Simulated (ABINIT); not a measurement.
# SiC (Moissanite) (P6_3mc) in ABINIT: equation of state

How stiff is SiC (Moissanite) in PBE, and what volume does it want? The cell is scaled to several volumes.

Program: ABINIT 10.8.3 (patched build). These are calculated values, not measurements. Logs are shortened: lines on timing, memory, paths and dates and some standing lists are left out, and cuts for length are marked. The log counts tension as positive stress, the text compression.

### 1 Starting point

The structure is hexagonal, space group P6_3mc (No. 186). Conventional cell: a = 3.076 Å, b = 3.076 Å, c = 5.048 Å, α = 90.00°, β = 90.00°, γ = 120.00°. Si (site symmetry 3m) is surrounded by 4 C at 1.87 to 1.94 Å. C (site symmetry 3m) has 4 Si at 1.87 to 1.94 Å as nearest neighbours.

### 2 Equation of state, PBE

Input file run.abi:

```
# Datasets: one volume each
ndtset 7
getwfk -1
scalecart1 3*0.9795861087
scalecart2 3*0.9864848297
scalecart3 3*0.9932883884
scalecart4 3*1.0000000000
scalecart5 3*1.0066227096
scalecart6 3*1.0131594038
scalecart7 3*1.0196128224

# Pseudopotentials
pp_dirpath "./"
pseudos "Si.GGA_PBE-JTH.xml, C.GGA_PBE-JTH.xml"

# Structure
acell 3.076 3.076 5.048 Angstrom
rprim
     1.0000000000     0.0000000000     0.0000000000
    -0.5000000000     0.8660254038     0.0000000000
     0.0000000000     0.0000000000     1.0000000000
ntypat 2
znucl 14 6
natom 4
typat 1 1 2 2
xred
     0.6666666667     0.3333333333     0.5000000000
     0.3333333333     0.6666666667     0.0000000000
     0.6666666667     0.3333333333     0.8850000000
     0.3333333333     0.6666666667     0.3850000000

# Plane-wave basis
ecut 517.016339 eV
pawecutdg 38.0

# k points
kptopt 1
ngkpt 10 10 5
nshiftk 1
shiftk 0.0 0.0 0.0

# Exchange and correlation
ixc 11

# Bands and occupations
nband 12
occopt 3
tsmear 0.05 eV

# SCF cycle
nstep 100
tolvrs 1.0e-9

# Output
iomode 3
prtwf 1
prtden 0
prteig 0
prtebands 0
enunit 2
```

Potentials or basis: JTH PAW PBE v2.0.

On the command line:

```console
> abinit run.abi > log 2>&1
```

run.abo:

```text
.Version 10.8.3 of ABINIT
 DATASET    1 : space group P6_3 m c (#186); Bravais hP (primitive hexag.)
================================================================================
 Values of the parameters that define the memory need for DATASET  1.
     intxc =       0    ionmov =       0      iscf =      17    lmnmax =       8
     lnmax =       4     mgfft =      40  mpssoang =       2    mqgrid =    3001
     natom =       4  nloc_mem =       2    nspden =       1   nspinor =       1
    nsppol =       1      nsym =      12    n1xccc =       1    ntypat =       2
    occopt =       3   xclevel =       2
       mpw =        1055          nfft =       23040          nkpt =          42
 PAW method is used; the additional fine FFT grid is defined by:
   mgfftf=        54    nfftf =     55296
================================================================================
================================================================================
[... 71 lines left out ...]
 DATASET    7 : space group P6_3 m c (#186); Bravais hP (primitive hexag.)
================================================================================
 Values of the parameters that define the memory need for DATASET  7.
     intxc =       0    ionmov =       0      iscf =      17    lmnmax =       8
     lnmax =       4     mgfft =      40  mpssoang =       2    mqgrid =    3001
     natom =       4  nloc_mem =       2    nspden =       1   nspinor =       1
    nsppol =       1      nsym =      12    n1xccc =       1    ntypat =       2
    occopt =       3   xclevel =       2
       mpw =        1185          nfft =       23040          nkpt =          42
 PAW method is used; the additional fine FFT grid is defined by:
   mgfftf=        54    nfftf =     69984
================================================================================
================================================================================

--------------------------------------------------------------------------------
------------- Echo of variables that govern the present computation ------------
--------------------------------------------------------------------------------
 -outvars: echo values of preprocessed input variables --------
            acell      5.8127975633E+00  5.8127975633E+00  9.5393374836E+00 Bohr
              amu      2.80855000E+01  1.20110000E+01
             ecut      1.90000000E+01 Hartree
           enunit           2
           getwfk          -1
              ixc          11
           jdtset        1    2    3    4    5    6    7
         kptrlatt       10    0    0      0   10    0      0    0    5
          kptrlen1     4.67230124E+01
          kptrlen2     4.70520586E+01
          kptrlen3     4.73765658E+01
          kptrlen4     4.76966874E+01
          kptrlen5     4.80125687E+01
          kptrlen6     4.83243474E+01
          kptrlen7     4.86321541E+01
            natom           4
            nband          12
           ndtset           7
            ngfft          24      24      40
          ngfftdg1         32      32      54
          ngfftdg2         32      32      54
          ngfftdg3         36      36      54
          ngfftdg4         36      36      54
          ngfftdg5         36      36      54
          ngfftdg6         36      36      54
          ngfftdg7         36      36      54
             nkpt          42
            nstep         100
             nsym          12
           ntypat           2
           occopt           3
        pawecutdg      3.80000000E+01 Hartree
         pawxcdev           0
           prtden           0
        prtebands           0
           prteig           0
            rprim1     9.7958610870E-01  0.0000000000E+00  0.0000000000E+00
                      -4.8979305435E-01  8.4834645534E-01  0.0000000000E+00
                       0.0000000000E+00  0.0000000000E+00  9.7958610870E-01
            rprim2     9.8648482970E-01  0.0000000000E+00  0.0000000000E+00
                      -4.9324241485E-01  8.5432092298E-01  0.0000000000E+00
                       0.0000000000E+00  0.0000000000E+00  9.8648482970E-01
            rprim3     9.9328838840E-01  0.0000000000E+00  0.0000000000E+00
                      -4.9664419420E-01  8.6021297765E-01  0.0000000000E+00
                       0.0000000000E+00  0.0000000000E+00  9.9328838840E-01
            rprim4     1.0000000000E+00  0.0000000000E+00  0.0000000000E+00
                      -5.0000000000E-01  8.6602540380E-01  0.0000000000E+00
                       0.0000000000E+00  0.0000000000E+00  1.0000000000E+00
            rprim5     1.0066227096E+00  0.0000000000E+00  0.0000000000E+00
                      -5.0331135480E-01  8.7176083856E-01  0.0000000000E+00
[... 17 lines left out ...]
                      -1.8542575813E-16  1.7519274394E+00  0.0000000000E+00
                       1.5172136681E+00  8.7596371970E-01  4.4071012470E+00
                      -1.8542575813E-16  1.7519274394E+00  1.9172135368E+00
           xangst3     1.5276775414E+00  8.8200503975E-01  2.5070598923E+00
                      -3.0658722298E-17  1.7640100795E+00  0.0000000000E+00
                       1.5276775414E+00  8.8200503975E-01  4.4374960094E+00
                      -3.0658722298E-17  1.7640100795E+00  1.9304361171E+00
           xangst4     1.5380000000E+00  8.8796471403E-01  2.5240000000E+00
                      -2.8748683756E-17  1.7759294281E+00  0.0000000000E+00
                       1.5380000000E+00  8.8796471403E-01  4.4674800000E+00
                      -2.8748683756E-17  1.7759294281E+00  1.9434800000E+00
           xangst5     1.5481857274E+00  8.9384544647E-01  2.5407157190E+00
[... 24 lines left out ...]
                      -5.4327138779E-17  3.3560202380E+00  0.0000000000E+00
                       2.9063987816E+00  1.6780101190E+00  8.4423136730E+00
                      -5.4327138779E-17  3.3560202380E+00  3.6726449312E+00
            xcart5     2.9256470168E+00  1.6891230927E+00  4.8012568728E+00
                       9.7264236805E-17  3.3782461854E+00  0.0000000000E+00
                       2.9256470168E+00  1.6891230927E+00  8.4982246648E+00
                       9.7264236805E-17  3.3782461854E+00  3.6969677920E+00
            xcart6     2.9446452568E+00  1.7000917317E+00  4.8324347388E+00
                       2.6764749087E-17  3.4001834634E+00  0.0000000000E+00
                       2.9446452568E+00  1.7000917317E+00  8.5534094876E+00
                       2.6764749087E-17  3.4001834634E+00  3.7209747488E+00
            xcart7     2.9634014648E+00  1.7109206334E+00  4.8632154077E+00
                      -4.3779523567E-17  3.4218412669E+00  0.0000000000E+00
                       2.9634014648E+00  1.7109206334E+00  8.6078912717E+00
                      -4.3779523567E-17  3.4218412669E+00  3.7446758640E+00
             xred      6.6666666667E-01  3.3333333333E-01  5.0000000000E-01
                       3.3333333333E-01  6.6666666667E-01  0.0000000000E+00
                       6.6666666667E-01  3.3333333333E-01  8.8500000000E-01
                       3.3333333333E-01  6.6666666667E-01  3.8500000000E-01
            znucl       14.00000    6.00000

================================================================================

 chkinp: Checking input parameters for consistency, jdtset=   1.

 chkinp: Checking input parameters for consistency, jdtset=   2.
[... 40 lines left out ...]
 getcut: wavevector=  0.0000  0.0000  0.0000  ngfft=  32  32  54
         ecut(hartree)=     38.000   => boxcut(ratio)=   2.02519

--- Pseudopotential description ------------------------------------------------
- pspini: atom type   1  psp file is ./Si.GGA_PBE-JTH.xml
 Pseudopotential format is: paw10
 basis_size (lnmax)=  4 (lmn_size=  8), orbitals=   0   0   1   1
 Spheres core radius: rc_sph= 1.90944987
 Shapefunction is BESSEL type: shapef(r,l)=aa(1,l)*jl(q(1,l)*r)+aa(2,l)*jl(q(2,l)*r)
 Radius for shape functions =  1.60149249
 Compensation charge density is not taken into account in XC energy/potential

- pspini: atom type   2  psp file is ./C.GGA_PBE-JTH.xml
 Pseudopotential format is: paw10
 basis_size (lnmax)=  4 (lmn_size=  8), orbitals=   0   0   1   1
 Spheres core radius: rc_sph= 1.50736703
 Shapefunction is SIN type: shapef(r)=[sin(pi*r/rshp)/(pi*r/rshp)]**2
 Radius for shape functions =  1.30052589
 Compensation charge density is not taken into account in XC energy/potential

   2.91409616E+02                                ecore*ucvol(ha*bohr**3)
--------------------------------------------------------------------------------

================================================================================

--- !BeginCycle
iteration_state: {dtset: 1, }
solver: {iscf: 17, nstep: 100, nline: 4, wfoptalg: 10, }
tolerances: {tolvrs: 1.00E-09, }
...
[... 1389 lines left out ...]
-Cartesian components of stress tensor (GPa)         [Pressure= -8.5740E+00 GPa]
- sigma(1 1)=  7.72792731E+00  sigma(3 2)=  0.00000000E+00
- sigma(2 2)=  7.72792731E+00  sigma(3 1)=  0.00000000E+00
- sigma(3 3)=  1.02660253E+01  sigma(2 1)=  0.00000000E+00

== END DATASET(S) ==============================================================
================================================================================

 -outvars: echo values of variables after computation  --------
            acell      5.8127975633E+00  5.8127975633E+00  9.5393374836E+00 Bohr
           etotal1    -1.9489672566E+01
           etotal2    -1.9492723683E+01
           etotal3    -1.9494732666E+01
           etotal4    -1.9495791783E+01
           etotal5    -1.9496027366E+01
           etotal6    -1.9495479744E+01
           etotal7    -1.9494198463E+01
            fcart1    -1.1822010150E-29  8.8730729648E-29  1.6429331679E-02
                       1.5368613195E-28  1.0238161113E-28  1.6429331679E-02
                      -1.6550814209E-28  6.8254407421E-29 -1.6429331679E-02
                       2.3644020299E-29 -2.5936674820E-28 -1.6429331679E-02
            fcart2    -2.3478672091E-28  5.6932754136E-28  1.5708004474E-02
                       1.4087203254E-28  3.5244085894E-28  1.5708004474E-02
                       5.1653078600E-28 -7.3199255318E-28 -1.5708004474E-02
                      -4.2261609763E-28 -1.8977584712E-28 -1.5708004474E-02
            fcart3     2.0403122442E-28 -4.4089914819E-28  1.5046103189E-02
                       1.7488390665E-29  3.1300473879E-28  1.5046103189E-02
[... 66 lines left out ...]
                      -2.8748683756E-17  1.7759294281E+00  0.0000000000E+00
                       1.5380000000E+00  8.8796471403E-01  4.4674800000E+00
                      -2.8748683756E-17  1.7759294281E+00  1.9434800000E+00
           xangst5     1.5481857274E+00  8.9384544647E-01  2.5407157190E+00
                       5.1470017518E-17  1.7876908929E+00  0.0000000000E+00
                       1.5481857274E+00  8.9384544647E-01  4.4970668227E+00
                       5.1470017518E-17  1.7876908929E+00  1.9563511037E+00
           xangst6     1.5582391630E+00  8.9964980026E-01  2.5572143352E+00
                       1.4163295263E-17  1.7992996005E+00  0.0000000000E+00
                       1.5582391630E+00  8.9964980026E-01  4.5262693733E+00
                       1.4163295263E-17  1.7992996005E+00  1.9690550381E+00
           xangst7     1.5681645209E+00  9.0538020826E-01  2.5735027637E+00
                      -2.3167126160E-17  1.8107604165E+00  0.0000000000E+00
                       1.5681645209E+00  9.0538020826E-01  4.5550998918E+00
                      -2.3167126160E-17  1.8107604165E+00  1.9815971281E+00
             xred      6.6666666667E-01  3.3333333333E-01  5.0000000000E-01
                       3.3333333333E-01  6.6666666667E-01  0.0000000000E+00
                       6.6666666667E-01  3.3333333333E-01  8.8500000000E-01
                       3.3333333333E-01  6.6666666667E-01  3.8500000000E-01
 Calculation completed.
```

It took 1.8 min on 1 thread of Arm Neoverse V1, shared host; peak memory 0.14 GiB.

Results:

```yaml
Equilibrium_volume: 10.50 Å³/atom
Bulk_modulus_at_fixed_shape_and_positions: 213 GPa
Pressure_derivative_of_the_bulk_modulus: "3.7 (rough: it moves with the points fitted)"
```

Energy against volume, from the lowest point:
```csv
volume (Å³/atom),energy (meV/atom)
9.721,43.23
9.927,22.47
10.134,8.81
10.341,1.60
10.548,0.00
10.755,3.73
10.961,12.44
```

Caveat: pressures at fixed basis lie under the slope of the energies; the cell was scaled at fixed shape and fractional positions, which overstates the stiffness of a crystal with free parameters, most of all of layers and chains.
